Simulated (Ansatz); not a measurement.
# TiN (Fm-3m) under several functionals

**The experiment to reproduce.**

From “Preparation of Metal Nitride Particles Using Arc Discharge in Liquid Nitrogen”, 2021, pmc:8472759, for a powder of TiN: lattice constant a 4.2334 Å.

Plane-wave DFT in Ansatz with scalar-relativistic PAW potentials. The same structure was relaxed (cell and atoms, symmetry kept) in separate runs at each level. No spin polarisation.

Q: How do the levels PBE, PBE+D3(BJ), PBEsol compare?

A:
```tsv
level	cutoff (eV)	k mesh	V (Å³/atom)	a (Å)
PBEsol	420	18×18×18	9.287	4.204
PBE+D3(BJ)	420	18×18×18	9.298	4.206
PBE	420	18×18×18	9.574	4.247
```

The usual order of volumes, PBEsol < PBE, holds here (9.287, 9.574 Å³/atom). As a rule PBEsol, built on the gradient expansion of slowly varying densities, lies between LDA and PBE; PBE's stronger gradient term for exchange weakens bonds. Adding D3 to PBE changes the volume by -2.9 %; the term is attractive, so it pulls cells in. In metals the pairwise form ignores screening by the conduction electrons and often pulls in too far.

For PBE: Against the measured lattice constant a of TiN, 4.2334 Å (powder; “Preparation of Metal Nitride Particles Using Arc Discharge in Liquid Nitrogen”, 2021, pmc:8472759), the calculated 4.247 Å is off by +0.3 %. 2 values of this kind are on record (4.2334 to 4.242 Å); this one was drawn at random. The calculations are for 0 K without zero-point motion.

Spin polarisation was left out, and a magnetic state may lie lower.